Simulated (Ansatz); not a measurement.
Here is an Ansatz 0.2.0 calculation.

input.yaml

```yaml
crystal:
  lattice:
    - [0.0, 2.3885, 2.3885]
    - [2.3885, 0.0, 2.3885]
    - [2.3885, 2.3885, 0.0]
  atoms:
    - { symbol: As, position: [0.75, 0.75, 0.75] }
    - { symbol: B, position: [0.0, 0.0, 0.0] }
hamiltonian:
  xc: pbe
  pseudopotentials: { kind: paw }
kpoints:
  mp_grid: { grid: [10, 10, 10] }
scf:
  occupations: { method: gaussian, width: 0.011 }
output:
  forces: true
  stress: true
  eigenvalues: true
```

Potentials or basis: Ansatz PAW.

The run is started by

```console
$ ansatz run input.yaml --threads 2 --pin off --max-ram 5632MiB --backend cpu --events-out ev --progress --plain --runs-dir out
```

(1) What does it give for the band gap on the k mesh?

(2) Predict the pressure.

## Answers

(1) 1.18 eV, indirect (least direct gap 3.28 eV).

(2) 2.8 GPa.
